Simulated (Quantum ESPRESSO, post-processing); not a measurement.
# In2Se2, 1 layer: a series in biaxial strain, part 7 of 7

Wanted: a table for In2Se2, 1 layer against biaxial strain, and what can be fitted to it.

Quantum ESPRESSO 7.5; plane-wave DFT, PBE, GBRV ultrasoft pseudopotentials.

So far. Step 7 (Relaxing the ions, -3 %): The relaxation lowers the energy by 8 meV an atom. Step 9 (Relaxation with pw.x, 3 %): The relaxation lowers the energy by 6 meV an atom.

## Step 11: Relaxing the ions, 4 %

Input file m8.relax.in:

```
&control
  prefix = 'm8.relax'
  outdir = './out'
  pseudo_dir = './pseudo'
  nstep = 40
  forc_conv_thr = 0.0003
  calculation = 'relax'
  tstress = .true.
/
&system
  ibrav = 0
  nat = 4
  ntyp = 2
  ecutwfc = 50
  ecutrho = 250
  occupations = 'smearing'
  smearing = 'fd'
  degauss = 0.002
/
&electrons
  conv_thr = 1e-09
  mixing_beta = 0.4
  electron_maxstep = 120
  mixing_mode = 'plain'
/
&ions
/
ATOMIC_SPECIES
  Se  78.9710  se_pbe_v1.uspp.F.UPF
  In  114.8180  in_pbe_v1.4.uspp.F.UPF
CELL_PARAMETERS angstrom
  4.24387312440000 0.00000000000000 0.00000000000000
  -2.12193656272000 3.67530193576000 0.00000000000000
  0.00000000000000 0.00000000000000 20.14290946400000
ATOMIC_POSITIONS crystal
  Se  0.333333333300 0.666666666700 0.366554287400
  In  0.000000000000 0.000000000000 0.429924683600
  In  0.000000000000 0.000000000000 0.570075316400
  Se  0.333333333300 0.666666666700 0.633445712600
K_POINTS automatic
  12 12 1 0 0 0
```

On the command line:

```console
$ OMP_NUM_THREADS=1 mpirun -n 4 pw.x -nk 4 -in m8.relax.in > m8.relax.out
```

Output:

```text
[banner, memory and clock lines left out]
Program PWSCF v.7.5 starts
[...]
Message from routine setup:
[...]
number of electrons       =        38.00
     number of Kohn-Sham states=           23
     kinetic-energy cutoff     =      50.0000  Ry
     charge density cutoff     =     250.0000  Ry
[...]
number of k points=    19  Fermi-Dirac smearing, width (Ry)=  0.0020
[...]
Dense  grid:   141497 G-vectors     FFT dimensions: (  45,  45, 192)
[...]
negative rho (up, down):  5.196E-04 0.000E+00
     Starting wfcs are   26 randomized atomic wfcs
[...]
negative rho (up, down):  4.474E-04 0.000E+00
[...]
estimated scf accuracy    <       3.85745030 Ry
[...]
negative rho (up, down):  4.903E-04 0.000E+00
[...]
estimated scf accuracy    <       0.05083999 Ry
[...]
negative rho (up, down):  5.300E-04 0.000E+00
[...]
estimated scf accuracy    <       0.01794243 Ry
[...]
negative rho (up, down):  5.575E-04 0.000E+00
[...]
estimated scf accuracy    <       0.00588269 Ry
[...]
negative rho (up, down):  5.713E-04 0.000E+00
[...]
estimated scf accuracy    <       0.00053808 Ry
[...]
negative rho (up, down):  5.818E-04 0.000E+00
[...]
estimated scf accuracy    <       0.00005918 Ry
[...]
negative rho (up, down):  5.861E-04 0.000E+00
[...]
estimated scf accuracy    <       0.00001120 Ry
[...]
negative rho (up, down):  5.885E-04 0.000E+00
[...]
estimated scf accuracy    <       0.00000263 Ry
[...]
negative rho (up, down):  5.904E-04 0.000E+00
[...]
estimated scf accuracy    <       0.00000009 Ry
[...]
negative rho (up, down):  5.916E-04 0.000E+00
[...]
estimated scf accuracy    <       0.00000004 Ry
[...]
negative rho (up, down):  5.922E-04 0.000E+00
[...]
estimated scf accuracy    <          4.3E-09 Ry
[...]
negative rho (up, down):  5.932E-04 0.000E+00
[...]
the Fermi energy is    -1.0585 ev
!    total energy              =    -354.30853992 Ry
     estimated scf accuracy    <          2.3E-10 Ry
     smearing contrib. (-TS)   =      -0.00000000 Ry
     internal energy E=F+TS    =    -354.30853992 Ry
[...]
one-electron contribution =   -1021.88443854 Ry
     hartree contribution      =     525.46629736 Ry
     xc contribution           =    -134.79113643 Ry
     ewald contribution        =     276.90073769 Ry
     convergence has been achieved in  12 iterations
     negative rho (up, down):  5.932E-04 0.000E+00
[...]
Total force =     0.036768     Total SCF correction =     0.000077
[...]
negative rho (up, down):  5.932E-04 0.000E+00
[...]
negative rho (up, down):  5.994E-04 0.000E+00
[...]
negative rho (up, down):  5.955E-04 0.000E+00
[...]
estimated scf accuracy    <       0.00045079 Ry
[...]
negative rho (up, down):  5.952E-04 0.000E+00
[...]
estimated scf accuracy    <       0.00040079 Ry
[...]
negative rho (up, down):  5.949E-04 0.000E+00
[...]
estimated scf accuracy    <       0.00000218 Ry
[...]
negative rho (up, down):  5.947E-04 0.000E+00
[...]
estimated scf accuracy    <       0.00000072 Ry
[...]
negative rho (up, down):  5.947E-04 0.000E+00
[...]
estimated scf accuracy    <       0.00000003 Ry
[...]
negative rho (up, down):  5.947E-04 0.000E+00
[...]
estimated scf accuracy    <          5.2E-09 Ry
[...]
negative rho (up, down):  5.948E-04 0.000E+00
[...]
the Fermi energy is    -1.0480 ev
!    total energy              =    -354.30968889 Ry
     estimated scf accuracy    <          2.5E-10 Ry
     smearing contrib. (-TS)   =      -0.00000000 Ry
     internal energy E=F+TS    =    -354.30968889 Ry
[...]
one-electron contribution =   -1021.48179053 Ry
     hartree contribution      =     525.27584732 Ry
     xc contribution           =    -134.80035283 Ry
     ewald contribution        =     276.69660716 Ry
     convergence has been achieved in   7 iterations
     negative rho (up, down):  5.948E-04 0.000E+00
[...]
Total force =     0.025944     Total SCF correction =     0.000009
[...]
negative rho (up, down):  5.948E-04 0.000E+00
[...]
negative rho (up, down):  6.021E-04 0.000E+00
[...]
negative rho (up, down):  5.983E-04 0.000E+00
[...]
estimated scf accuracy    <       0.00037619 Ry
[...]
negative rho (up, down):  5.981E-04 0.000E+00
[...]
estimated scf accuracy    <       0.00032190 Ry
[...]
negative rho (up, down):  5.979E-04 0.000E+00
[...]
estimated scf accuracy    <       0.00000226 Ry
[...]
negative rho (up, down):  5.979E-04 0.000E+00
[...]
estimated scf accuracy    <       0.00000069 Ry
[...]
negative rho (up, down):  5.980E-04 0.000E+00
[...]
estimated scf accuracy    <       0.00000003 Ry
[...]
negative rho (up, down):  5.981E-04 0.000E+00
[...]
estimated scf accuracy    <          6.4E-09 Ry
[...]
negative rho (up, down):  5.981E-04 0.000E+00
[...]
estimated scf accuracy    <          3.0E-10 Ry
[...]
negative rho (up, down):  5.982E-04 0.000E+00
[...]
the Fermi energy is    -1.0375 ev
!    total energy              =    -354.31049443 Ry
     estimated scf accuracy    <          9.6E-11 Ry
     smearing contrib. (-TS)   =      -0.00000000 Ry
     internal energy E=F+TS    =    -354.31049443 Ry
[...]
one-electron contribution =   -1021.51446215 Ry
     hartree contribution      =     525.30252124 Ry
     xc contribution           =    -134.81063425 Ry
     ewald contribution        =     276.71208072 Ry
     convergence has been achieved in   8 iterations
     negative rho (up, down):  5.982E-04 0.000E+00
[...]
Total force =     0.015757     Total SCF correction =     0.000052
[...]
negative rho (up, down):  5.982E-04 0.000E+00
[...]
negative rho (up, down):  6.094E-04 0.000E+00
[...]
negative rho (up, down):  6.041E-04 0.000E+00
[...]
estimated scf accuracy    <       0.00039740 Ry
[...]
negative rho (up, down):  6.040E-04 0.000E+00
[...]
estimated scf accuracy    <       0.00031939 Ry
[...]
negative rho (up, down):  6.044E-04 0.000E+00
[...]
estimated scf accuracy    <       0.00000350 Ry
[...]
negative rho (up, down):  6.047E-04 0.000E+00
[...]
estimated scf accuracy    <       0.00000088 Ry
[...]
negative rho (up, down):  6.050E-04 0.000E+00
[...]
estimated scf accuracy    <       0.00000006 Ry
[...]
negative rho (up, down):  6.052E-04 0.000E+00
[...]
estimated scf accuracy    <       0.00000002 Ry
[...]
negative rho (up, down):  6.054E-04 0.000E+00
[...]
estimated scf accuracy    <       0.00000073 Ry
[...]
negative rho (up, down):  6.084E-04 0.000E+00
[...]
estimated scf accuracy    <       0.00000013 Ry
[...]
negative rho (up, down):  6.085E-04 0.000E+00
[...]
estimated scf accuracy    <          6.8E-09 Ry
[...]
negative rho (up, down):  6.085E-04 0.000E+00
[...]
estimated scf accuracy    <          1.5E-09 Ry
[...]
negative rho (up, down):  6.086E-04 0.000E+00
[...]
estimated scf accuracy    <          6.9E-11 Ry
[...]
negative rho (up, down):  6.087E-04 0.000E+00
[...]
the Fermi energy is    -1.0180 ev
!    total energy              =    -354.31119545 Ry
     estimated scf accuracy    <          5.7E-12 Ry
     smearing contrib. (-TS)   =      -0.00000000 Ry
     internal energy E=F+TS    =    -354.31119545 Ry
[...]
one-electron contribution =   -1025.41300020 Ry
     hartree contribution      =     527.26584510 Ry
     xc contribution           =    -134.83501252 Ry
     ewald contribution        =     278.67097218 Ry
     convergence has been achieved in   8 iterations
     negative rho (up, down):  6.087E-04 0.000E+00
[...]
Total force =     0.008500     Total SCF correction =     0.000005
[...]
negative rho (up, down):  6.087E-04 0.000E+00
[...]
negative rho (up, down):  6.087E-04 0.000E+00
[...]
negative rho (up, down):  6.081E-04 0.000E+00
[...]
estimated scf accuracy    <       0.00022161 Ry
[...]
negative rho (up, down):  6.081E-04 0.000E+00
[...]
estimated scf accuracy    <       0.00012754 Ry
[...]
negative rho (up, down):  6.083E-04 0.000E+00
[...]
estimated scf accuracy    <       0.00000209 Ry
[...]
negative rho (up, down):  6.085E-04 0.000E+00
[...]
estimated scf accuracy    <       0.00000037 Ry
[...]
negative rho (up, down):  6.087E-04 0.000E+00
[...]
estimated scf accuracy    <       0.00000003 Ry
[...]
negative rho (up, down):  6.089E-04 0.000E+00
[...]
estimated scf accuracy    <          3.2E-09 Ry
[...]
negative rho (up, down):  6.090E-04 0.000E+00
[...]
estimated scf accuracy    <          6.0E-10 Ry
[...]
negative rho (up, down):  6.091E-04 0.000E+00
[...]
estimated scf accuracy    <          2.3E-11 Ry
[...]
negative rho (up, down):  6.092E-04 0.000E+00
[...]
the Fermi energy is    -1.0153 ev
!    total energy              =    -354.31135755 Ry
     estimated scf accuracy    <          2.1E-12 Ry
     smearing contrib. (-TS)   =      -0.00000000 Ry
     internal energy E=F+TS    =    -354.31135755 Ry
[...]
one-electron contribution =   -1028.76780356 Ry
     hartree contribution      =     528.94147796 Ry
     xc contribution           =    -134.84160889 Ry
     ewald contribution        =     280.35657694 Ry
     convergence has been achieved in   9 iterations
     negative rho (up, down):  6.092E-04 0.000E+00
[...]
Total force =     0.007836     Total SCF correction =     0.000002
[...]
negative rho (up, down):  6.092E-04 0.000E+00
[...]
negative rho (up, down):  6.076E-04 0.000E+00
[...]
negative rho (up, down):  6.061E-04 0.000E+00
[...]
estimated scf accuracy    <       0.00095801 Ry
[...]
negative rho (up, down):  6.062E-04 0.000E+00
[...]
estimated scf accuracy    <       0.00060981 Ry
[...]
negative rho (up, down):  6.067E-04 0.000E+00
[...]
estimated scf accuracy    <       0.00000630 Ry
[...]
negative rho (up, down):  6.075E-04 0.000E+00
[...]
estimated scf accuracy    <       0.00000161 Ry
[...]
negative rho (up, down):  6.082E-04 0.000E+00
[...]
estimated scf accuracy    <       0.00000007 Ry
[...]
negative rho (up, down):  6.086E-04 0.000E+00
[...]
estimated scf accuracy    <          8.2E-09 Ry
[...]
negative rho (up, down):  6.088E-04 0.000E+00
[...]
estimated scf accuracy    <          1.2E-09 Ry
[...]
negative rho (up, down):  6.090E-04 0.000E+00
[...]
estimated scf accuracy    <          5.8E-11 Ry
[...]
negative rho (up, down):  6.092E-04 0.000E+00
[...]
the Fermi energy is    -1.0132 ev
!    total energy              =    -354.31153143 Ry
     estimated scf accuracy    <          1.0E-11 Ry
     smearing contrib. (-TS)   =      -0.00000000 Ry
     internal energy E=F+TS    =    -354.31153142 Ry
[...]
one-electron contribution =   -1034.61085178 Ry
     hartree contribution      =     531.85724770 Ry
     xc contribution           =    -134.85053034 Ry
     ewald contribution        =     283.29260299 Ry
     convergence has been achieved in   9 iterations
     negative rho (up, down):  6.092E-04 0.000E+00
[...]
Total force =     0.004831     Total SCF correction =     0.000009
[...]
negative rho (up, down):  6.092E-04 0.000E+00
[...]
negative rho (up, down):  6.066E-04 0.000E+00
[...]
negative rho (up, down):  6.081E-04 0.000E+00
[...]
estimated scf accuracy    <       0.00020656 Ry
[...]
negative rho (up, down):  6.088E-04 0.000E+00
[...]
estimated scf accuracy    <       0.00011909 Ry
[...]
negative rho (up, down):  6.093E-04 0.000E+00
[...]
estimated scf accuracy    <       0.00000095 Ry
[...]
negative rho (up, down):  6.097E-04 0.000E+00
[...]
estimated scf accuracy    <       0.00000022 Ry
[...]
negative rho (up, down):  6.099E-04 0.000E+00
[...]
estimated scf accuracy    <       0.00000001 Ry
[...]
negative rho (up, down):  6.101E-04 0.000E+00
[...]
estimated scf accuracy    <          9.5E-10 Ry
[...]
negative rho (up, down):  6.102E-04 0.000E+00
[...]
estimated scf accuracy    <          1.8E-10 Ry
[...]
negative rho (up, down):  6.102E-04 0.000E+00
[...]
estimated scf accuracy    <          1.9E-11 Ry
[...]
negative rho (up, down):  6.103E-04 0.000E+00
[...]
the Fermi energy is    -1.0141 ev
!    total energy              =    -354.31156619 Ry
     estimated scf accuracy    <          8.6E-13 Ry
     smearing contrib. (-TS)   =      -0.00000000 Ry
     internal energy E=F+TS    =    -354.31156619 Ry
[...]
one-electron contribution =   -1036.84399775 Ry
     hartree contribution      =     532.96970192 Ry
     xc contribution           =    -134.85210848 Ry
     ewald contribution        =     284.41483813 Ry
     convergence has been achieved in   9 iterations
     negative rho (up, down):  6.103E-04 0.000E+00
[...]
Total force =     0.001861     Total SCF correction =     0.000003
[...]
negative rho (up, down):  6.103E-04 0.000E+00
[...]
negative rho (up, down):  6.095E-04 0.000E+00
[...]
negative rho (up, down):  6.099E-04 0.000E+00
[...]
estimated scf accuracy    <       0.00000563 Ry
[...]
negative rho (up, down):  6.100E-04 0.000E+00
[...]
estimated scf accuracy    <       0.00000417 Ry
[...]
negative rho (up, down):  6.101E-04 0.000E+00
[...]
estimated scf accuracy    <       0.00000004 Ry
[...]
negative rho (up, down):  6.102E-04 0.000E+00
[...]
estimated scf accuracy    <       0.00000001 Ry
[...]
negative rho (up, down):  6.102E-04 0.000E+00
[...]
estimated scf accuracy    <          5.0E-10 Ry
[...]
negative rho (up, down):  6.103E-04 0.000E+00
[...]
estimated scf accuracy    <          1.0E-10 Ry
[...]
negative rho (up, down):  6.103E-04 0.000E+00
[...]
the Fermi energy is    -1.0152 ev
!    total energy              =    -354.31157183 Ry
     estimated scf accuracy    <          6.0E-12 Ry
     smearing contrib. (-TS)   =      -0.00000000 Ry
     internal energy E=F+TS    =    -354.31157183 Ry
[...]
one-electron contribution =   -1036.83063156 Ry
     hartree contribution      =     532.96173164 Ry
     xc contribution           =    -134.85078857 Ry
     ewald contribution        =     284.40811666 Ry
     convergence has been achieved in   7 iterations
     negative rho (up, down):  6.103E-04 0.000E+00
[...]
Total force =     0.000431     Total SCF correction =     0.000008
[...]
negative rho (up, down):  6.103E-04 0.000E+00
[...]
```

Wall time 6.3 min (4 MPI ranks of Arm Neoverse V1, shared host); peak memory 1 GiB.

Step by step:

```csv
step,energy less that of the first step (eV),largest force (eV/Å)
1,0.0000,0.4896
2,-0.0156,0.3585
3,-0.0266,0.2560
4,-0.0334,0.1218
5,-0.0346,0.1279
6,-0.0361,0.1467
7,-0.0383,0.1419
8,-0.0407,0.0846
9,-0.0412,0.0278
10,-0.0413,0.0062
```

The atoms that moved most (Å):

| atom | dx | dy | dz | length |
| --- | --- | --- | --- | --- |
| Se1 | 0.000 | 0.000 | 0.086 | 0.086 |
| Se4 | 0.000 | 0.000 | -0.086 | 0.086 |
| In2 | 0.000 | 0.000 | -0.006 | 0.006 |
| In3 | 0.000 | 0.000 | 0.006 | 0.006 |

The relaxed structure:

```xyz
4
Lattice="4.2439 0.0000 0.0000 -2.1219 3.6753 0.0000 0.0000 0.0000 20.1429" Properties=species:S:1:pos:R:3
Se    0.0000    2.4502    7.4693
In    0.0000    0.0000    8.6541
In    0.0000    0.0000   11.4888
Se    0.0000    2.4502   12.6736
```

The relaxation lowers the energy by 10 meV an atom.

This step gave:

- free energy: -4820.6545 eV
- Fermi energy: -1.015 eV

## Step 12: Ground state, 4 %

Input file m8.scf.in:

```
&control
  prefix = 'm8.scf'
  outdir = './out'
  pseudo_dir = './pseudo'
  calculation = 'scf'
  tprnfor = .true.
/
&system
  ibrav = 0
  nat = 4
  ntyp = 2
  ecutwfc = 40
  ecutrho = 200
  occupations = 'smearing'
  smearing = 'fd'
  degauss = 0.002
  nbnd = 23
/
&electrons
  conv_thr = 1e-09
  mixing_beta = 0.4
  electron_maxstep = 120
  mixing_mode = 'plain'
/
ATOMIC_SPECIES
  Se  78.9710  se_pbe_v1.uspp.F.UPF
  In  114.8180  in_pbe_v1.4.uspp.F.UPF
CELL_PARAMETERS angstrom
  4.24387312440000 0.00000000000000 0.00000000000000
  -2.12193656272000 3.67530193576000 0.00000000000000
  0.00000000000000 0.00000000000000 20.14290946400000
ATOMIC_POSITIONS crystal
  Se  0.333333333300 0.666666666700 0.370816609100
  In  0.000000000000 0.000000000000 0.429637086600
  In  0.000000000000 0.000000000000 0.570362913400
  Se  0.333333333300 0.666666666700 0.629183390900
K_POINTS automatic
  12 12 1 0 0 0
```

On the command line:

```console
$ OMP_NUM_THREADS=1 mpirun -n 4 pw.x -nk 4 -in m8.scf.in > m8.scf.out
```

Output:

```text
[banner, memory and clock lines left out]
Program PWSCF v.7.5 starts
[...]
Message from routine setup:
[...]
number of electrons       =        38.00
     number of Kohn-Sham states=           23
     kinetic-energy cutoff     =      40.0000  Ry
     charge density cutoff     =     200.0000  Ry
[...]
number of k points=    19  Fermi-Dirac smearing, width (Ry)=  0.0020
[...]
Dense  grid:   101115 G-vectors     FFT dimensions: (  40,  40, 180)
[...]
negative rho (up, down):  3.606E-04 0.000E+00
     Starting wfcs are   26 randomized atomic wfcs
[...]
negative rho (up, down):  2.846E-04 0.000E+00
[...]
estimated scf accuracy    <       3.83183135 Ry
[...]
negative rho (up, down):  2.939E-04 0.000E+00
[...]
estimated scf accuracy    <       0.04766521 Ry
[...]
negative rho (up, down):  4.597E-04 0.000E+00
[...]
estimated scf accuracy    <       0.01394723 Ry
[...]
negative rho (up, down):  3.794E-04 0.000E+00
[...]
estimated scf accuracy    <       0.00242288 Ry
[...]
negative rho (up, down):  3.576E-04 0.000E+00
[...]
estimated scf accuracy    <       0.00040408 Ry
[...]
negative rho (up, down):  3.568E-04 0.000E+00
[...]
estimated scf accuracy    <       0.00004115 Ry
[...]
negative rho (up, down):  3.532E-04 0.000E+00
[...]
estimated scf accuracy    <       0.00001288 Ry
[...]
negative rho (up, down):  3.527E-04 0.000E+00
[...]
estimated scf accuracy    <       0.00000157 Ry
[...]
negative rho (up, down):  3.529E-04 0.000E+00
[...]
estimated scf accuracy    <       0.00000009 Ry
[...]
negative rho (up, down):  3.533E-04 0.000E+00
[...]
estimated scf accuracy    <          6.5E-09 Ry
[...]
negative rho (up, down):  3.543E-04 0.000E+00
[...]
the Fermi energy is    -1.0149 ev
!    total energy              =    -354.30406913 Ry
     estimated scf accuracy    <          5.3E-10 Ry
     smearing contrib. (-TS)   =      -0.00000000 Ry
     internal energy E=F+TS    =    -354.30406913 Ry
[...]
one-electron contribution =   -1036.81781451 Ry
     hartree contribution      =     532.95474682 Ry
     xc contribution           =    -134.84911808 Ry
     ewald contribution        =     284.40811664 Ry
     convergence has been achieved in  11 iterations
     negative rho (up, down):  3.543E-04 0.000E+00
[...]
Total force =     0.000472     Total SCF correction =     0.000120
[...]
```

Wall time 32 s (4 MPI ranks); peak memory 0.75 GiB; 2.1 min of CPU time.

This step gave:

* free energy: -4820.5524 eV
* valence top, on the run's zero: -1.434 eV
* conduction bottom, on the run's zero: -0.6658 eV
* gap by band count: 0.7678 eV

## Step 13: The series side by side

The series in one table, energies over the lowest:

```
biaxial strain  energy (eV)  gap along the path (eV)  upper vacuum level over the valence top of the mesh (eV)  lower vacuum level over that top (eV)
          -4 %       0.1007                    2.004                                                     6.104                                  6.104
          -3 %       0.0555                    1.902                                                     6.111                                  6.111
          -2 %       0.0243                    1.738                                                     6.051                                  6.051
          -1 %       0.0061                    1.568                                                     5.992                                  5.992
           0 %       0.0000                    1.398                                                     5.938                                  5.937
           1 %       0.0053                    1.232                                                     5.888                                  5.888
           2 %       0.0212                     1.07                                                     5.843                                  5.843
           3 %       0.0470                   0.9148                                                     5.802                                  5.802
           4 %       0.0820                   0.7679                                                     5.768                                  5.768
```

## Step 14: The arithmetic

A parabola through the energies within ±2 % has E = 56.84 eV × ε² -0.069 eV × ε; for the curvature, over A = 14.421 Å² this is 56.84 × 1/14.421 × 16.02 = 63 N/m.

## Step 15: What came out

```
C11 + C12                                                               : 63 N/m
gap along the path, at -4 % and at 4 %                                  : 2.00, 0.77 eV
upper vacuum level over the valence top of the mesh, at -4 % and at 4 % : 6.10, 5.77 eV
lower vacuum level over that top, at -4 % and at 4 %                    : 6.10, 5.77 eV
```

In words: The series holds 9 members; C11 + C12: 63 N/m (PBE, GBRV ultrasoft). The energy is lowest near zero strain. From -4 % to 4 % the gap along the path falls from 2.00 to 0.77 eV. From -4 % to 4 % the upper vacuum level over the valence top of the mesh goes from 6.10 to 5.77 eV by way of 6.11 at -3 %. From -4 % to 4 % the lower vacuum level over that top goes from 6.10 to 5.77 eV by way of 6.11 at -3 %. Semilocal gaps are too small; the 1×1 cell can't ripple over many cells under compression as a free sheet would. No spin-orbit coupling.

[Logs are printed without paths, hosts, clocks, repeated set-up lines and the standing remarks that a program may print on its own settings, such as how far it seeks lower states.]

[Hosts, paths, dates, database ids (printed as entryN), source tags and the programs' standing remarks are cut or masked in the printed files.]

[Maps of the electrostatic potential energy from Ansatz leave out the sawtooth potential of an applied field or a dipole correction, so their vacuum need not be flat; planar profiles and work functions include it.]
